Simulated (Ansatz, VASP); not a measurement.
# I: VASP beside Ansatz

```xyz
1
Lattice="0.0000 2.1179 2.6170 2.1177 0.0000 2.6170 2.1177 2.1179 0.0000" Properties=species:S:1:pos:R:3 pbc="T T T"
I     0.0000    0.0000    0.0000
```

Alike in both runs: functional PBEsol; k mesh 16 × 16 × 16; occupations fermi-dirac, width 0.1 eV; no spin polarisation.

Ansatz relaxed the structure, and its values are those at the end. VASP's run is a single point on that final structure, the one shown.

```csv
,VASP,Ansatz
version,VASP 6.6.1,Ansatz 0.2.0
potentials or method,"VASP PAW PBE potentials, release 64 (I)","scalar-relativistic, plane waves, PAW"
plane-wave cutoff (eV),520,420
valence electrons in the cell,7,17
```

|  | VASP | Ansatz | Ansatz less VASP |
| --- | --- | --- | --- |
| gap on the k mesh at the Fermi level (eV) | none | none | - |
| pressure (GPa) | 25.1 | 25.1 | -0.03 |

A gap of «none» marks a metal or a gap that the smearing closes. The two sets of potentials don't hold the same shells in valence.

Caveats: so large a pressure means that the cell lies far from this level's equilibrium, or that cutoff or potentials fall short (VASP); the potentials were made for another functional, which shifts forces and pressure (VASP); an odd number of electrons without spin polarisation forces a metal; a magnetic or distorted state may lie lower. The runs have no spin-orbit coupling, so splittings on I are missing.
